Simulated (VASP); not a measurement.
## TaS2: single point with PBEsol+U

Crystal: TaS2.

```
CELL_PARAMETERS angstrom
3.35000 0.00000 0.00000
-1.67500 2.90119 0.00000
0.00000 0.00000 5.86000
ATOMIC_POSITIONS crystal
Ta 0.00000 0.00000 0.00000
S 0.33333 0.66667 0.25000
S 0.66667 0.33333 0.75000
```

```yaml
Program: VASP 6.6.1
Task: single point
Functional: PBEsol
Potentials_or_basis: VASP PAW PBE potentials, release 64 (Ta_pv, S)
Cutoff: 520 eV
k_mesh: 7 × 7 × 3
Occupations: gaussian, width 0.05 eV
Spin: collinear spin, zero start
Starting_moments: "[0.0, 0.0, 0.0] μB"
Hubbard_terms: Ta d U = 5 eV
Further_INCAR_settings: ALGO = Fast; EDIFF = 1e-06
```

```
Pressure                                              : 10.3 GPa
Largest force                                         : 1.523 eV/Å
Band gap on the k mesh                                : none (metal or under the smearing width)
Net moment                                            : 0.00 μB per cell
Valence electrons inside the program's atomic spheres : Ta 8.73; S 3.76
```

Forces on the atoms (eV/Å):
```
Ta   0.000  0.000  0.000
S    0.000  0.000  1.523
S    0.000  0.000 -1.523
```

Stress tensor (GPa, compression positive):
```
 9.32  0.00  0.00
 0.00  9.32  0.00
 0.00  0.00 12.36
```

Levels at points of the mesh, in eV from the Fermi level:
Spin up:
| k point | band 7 | band 8 | band 9 | band 10 | band 11 | band 12 | band 13 | band 14 | band 15 |
| --- | --- | --- | --- | --- | --- | --- | --- | --- | --- |
| (0.00, 0.00, 0.00) | -4.47 | -4.47 | -1.73 | -1.17 | -1.17 | 0.06 | 0.06 | 0.30 | 4.40 |
Spin down:
| k point | band 9 | band 10 | band 11 | band 12 | band 13 | band 14 |
| --- | --- | --- | --- | --- | --- | --- |
| (0.00, 0.00, 0.00) | -1.73 | -1.17 | -1.17 | 0.06 | 0.06 | 0.30 |

Eigenvalues of the final occupation matrices:
```tsv
site	spin	trace	eigenvalues
site 1 d	1	1.09	0.17 0.18 0.18 0.28 0.28
site 1 d	2	1.09	0.17 0.18 0.18 0.28 0.28
```

Wall time 41 s on 1 thread of AMD EPYC 9R45 96-Core Processor (Zen 5), with other jobs on the host, peak memory 0.19 GiB.

Caveat: the PAW data sets were made with another functional, which shifts forces and pressure a little; this functional lacks dispersion, which binds the layers, so the pressure and a relaxed spacing across them are unreliable. The run has no spin-orbit coupling, so splittings on Ta are missing.
